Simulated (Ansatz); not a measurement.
**Molecular dynamics of MoS₂**

The input (input.yaml):

```yaml
accuracy: low
crystal:
  lattice:
    - [-3.191485, -5.527813, 0.0]
    - [4.787227, -2.763907, 0.0]
    - [0.0, 0.0, 12.735446]
  atoms:
    - { symbol: Mo, position: [0.5, 0.3333333, 0.25] }
    - { symbol: Mo, position: [0.5, 0.6666667, 0.75] }
    - { symbol: S, position: [0.5, 0.3333333, 0.625] }
    - { symbol: S, position: [0.5, 0.6666667, 0.125] }
    - { symbol: S, position: [0.5, 0.3333333, 0.875] }
    - { symbol: S, position: [0.5, 0.6666667, 0.375] }
    - { symbol: Mo, position: [0.25, 0.8333333, 0.25] }
    - { symbol: Mo, position: [0.25, 0.1666667, 0.75] }
    - { symbol: S, position: [0.25, 0.8333333, 0.625] }
    - { symbol: S, position: [0.25, 0.1666667, 0.125] }
    - { symbol: S, position: [0.25, 0.8333333, 0.875] }
    - { symbol: S, position: [0.25, 0.1666667, 0.375] }
    - { symbol: Mo, position: [0.0, 0.3333333, 0.25] }
    - { symbol: Mo, position: [0.0, 0.6666667, 0.75] }
    - { symbol: S, position: [0.0, 0.3333333, 0.625] }
    - { symbol: S, position: [0.0, 0.6666667, 0.125] }
    - { symbol: S, position: [0.0, 0.3333333, 0.875] }
    - { symbol: S, position: [0.0, 0.6666667, 0.375] }
    - { symbol: Mo, position: [0.75, 0.8333333, 0.25] }
    - { symbol: Mo, position: [0.75, 0.1666667, 0.75] }
    - { symbol: S, position: [0.75, 0.8333333, 0.625] }
    - { symbol: S, position: [0.75, 0.1666667, 0.125] }
    - { symbol: S, position: [0.75, 0.8333333, 0.875] }
    - { symbol: S, position: [0.75, 0.1666667, 0.375] }
basis:
  ecutwfc: 420.0
kpoints:
  mp_grid: { grid: [2, 2, 1] }
hamiltonian:
  xc: pbe
  pseudopotentials: { kind: paw, azcp: { folder: soft_1 } }
scf:
  occupations: { method: fermi_dirac, width: 0.17 }
  lower_state_search: "off"
md:
  timestep: 2
  n_steps: 180
  ensemble: nvt_langevin
  temperature: 2000.0
  initial_velocities: maxwell_boltzmann
  seed: 639745
  friction: 0.02
```

Launched with:

```bash
$ ansatz run input.yaml --threads 2 --pin off --max-ram 5120MiB --backend cpu --events-out ev --progress --plain --runs-dir out
```

It starts from an unrelaxed structure (largest force component 0.61 eV/Å).

Output, in part (step lines):

```
md step     0: t =     0.00 fs  T =  1916.7 K  F+E_penalty+E_count = -54102.17490170 eV  E_kin = 5.945960 eV  (9 SCF iters)
md step     1: t =     2.00 fs  T =  1917.4 K  F+E_penalty+E_count = -54102.13755571 eV  E_kin = 5.948359 eV  (12 SCF iters)
md step     2: t =     4.00 fs  T =  1672.9 K  F+E_penalty+E_count = -54101.98197952 eV  E_kin = 5.189872 eV  (12 SCF iters)
md step     3: t =     6.00 fs  T =  1621.8 K  F+E_penalty+E_count = -54101.72223665 eV  E_kin = 5.031084 eV  (12 SCF iters)
md step     4: t =     8.00 fs  T =  1659.0 K  F+E_penalty+E_count = -54101.36573008 eV  E_kin = 5.146761 eV  (12 SCF iters)
md step     5: t =    10.00 fs  T =  1455.5 K  F+E_penalty+E_count = -54100.92991256 eV  E_kin = 4.515162 eV  (8 SCF iters)
md step     6: t =    12.00 fs  T =  1239.2 K  F+E_penalty+E_count = -54100.47738699 eV  E_kin = 3.844198 eV  (9 SCF iters)
md step     7: t =    14.00 fs  T =  1289.1 K  F+E_penalty+E_count = -54100.02491082 eV  E_kin = 3.999226 eV  (9 SCF iters)
[... lines left out ...]
md step   180: t =   360.00 fs  T =  2660.3 K  F+E_penalty+E_count = -54096.27223875 eV  E_kin = 8.252902 eV  (10 SCF iters)
```

The steps, from the saved trajectory:

| time (fs) | T (K) | potential energy less start (eV) |
| --- | --- | --- |
| 0 | 1917 | 0.000 |
| 12 | 1239 | 1.698 |
| 24 | 1125 | 4.431 |
| 36 | 1444 | 5.104 |
| 48 | 1768 | 5.220 |
| 60 | 1757 | 5.707 |
| 72 | 1861 | 7.065 |
| 84 | 2315 | 7.019 |
| 96 | 2111 | 7.497 |
| 108 | 1963 | 7.744 |
| 120 | 1681 | 7.314 |
| 132 | 1988 | 6.188 |
| 144 | 2215 | 5.132 |
| 156 | 2242 | 5.497 |
| 168 | 2034 | 6.828 |
| 180 | 2190 | 6.981 |
| 192 | 2222 | 6.357 |
| 204 | 1698 | 7.114 |
| 216 | 1956 | 8.131 |
| 228 | 2127 | 7.452 |
| 240 | 2267 | 6.348 |
| 252 | 2795 | 6.022 |
| 264 | 2424 | 6.530 |
| 276 | 2610 | 7.488 |
| 288 | 2766 | 6.010 |
| 300 | 2480 | 6.657 |
| 312 | 2507 | 6.352 |
| 324 | 2395 | 6.571 |
| 336 | 2384 | 7.014 |
| 348 | 2256 | 6.650 |
| 360 | 2660 | 5.903 |

All steps were run. The mean temperature of the second half is 17 % above the set value. A run of 0.36 ps of so small a system gives no equilibrium averages. Limits of this set-up: coarse k mesh, low accuracy level.

Mean squared displacements from the first frame to the last, about the centre of mass: Mo 0.09 Å², S 0.09 Å².

Last frame:

```xyz
24
Lattice="-3.1915 -5.5278 0.0000 4.7872 -2.7639 0.0000 0.0000 0.0000 12.7354" Properties=species:S:1:pos:R:3
Mo 0.138 -3.809 3.719
Mo 1.279 -4.596 9.828
S -0.500 -3.954 8.085
S 1.776 -4.693 2.033
S -0.158 -3.857 11.601
S 1.798 -4.720 5.167
Mo 3.475 -3.699 3.541
Mo -0.288 -1.979 10.052
S 2.985 -3.837 8.396
S 0.178 -2.154 2.187
S 2.890 -3.705 11.515
S -0.027 -1.792 5.057
Mo 2.037 -0.995 3.581
Mo 3.107 -2.034 9.886
S 1.322 -1.237 8.576
S 3.468 -2.000 2.009
S 1.379 -1.313 11.436
S 3.155 -1.855 5.080
Mo 1.722 -6.664 3.728
Mo -1.858 -4.686 9.980
S 1.201 -6.463 8.076
S -1.527 -4.649 2.061
S 1.517 -6.565 11.436
S -1.357 -4.693 5.280
```

Time of the run: 28 min on 2 threads of Arm Neoverse V1, on a shared host, peak memory 1.1 GiB.
